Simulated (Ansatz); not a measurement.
# Sb: changes ranked by their effect on the pressure

```yaml
crystal:
  lattice:
    - [2.15060, 1.24165, 3.74400]
    - [-2.15060, 1.24165, 3.74400]
    - [0.00000, -2.48330, 3.74400]
  atoms:
    - { symbol: Sb, position: [0.23364, 0.23364, 0.23364] }
    - { symbol: Sb, position: [0.76636, 0.76636, 0.76636] }
```

Atoms are numbered in the order listed.

Structure: COD 9009654, as refined from experiment and not relaxed.

Level of theory: DFT, PBE, all-electron LAPW, scalar-relativistic (Ansatz 0.2.0).

Sampling and basis: a Γ-centred 9×9×9 k mesh, Fermi–Dirac smearing of 0.05 eV, basis error target 0.5 meV/atom, no spin polarisation.

Spin–orbit coupling is off unless a change turns it on.

In this reference run the pressure is 3.1 GPa (positive in compression). Each change below is made alone, on the same k mesh, with fractional coordinates held unless an atom is moved; x, y and z are the Cartesian axes.

Task: Order the changes by the shift of the pressure, most negative first.
A. volume scaled by 0.98
B. volume scaled by 1.025
C. volume scaled by 0.975
D. atom 2 (Sb) moved by (0.0289, 0.0289, 0.0289) Å
E. x and y strained by -2 %, z held
F. equal xy, yz and zx engineering shear strains of -1 %

Result: B (-1.5 GPa), F (0.0 GPa), D (+0.4 GPa), A (+1.3 GPa), C (+1.7 GPa), E (+2.9 GPa).
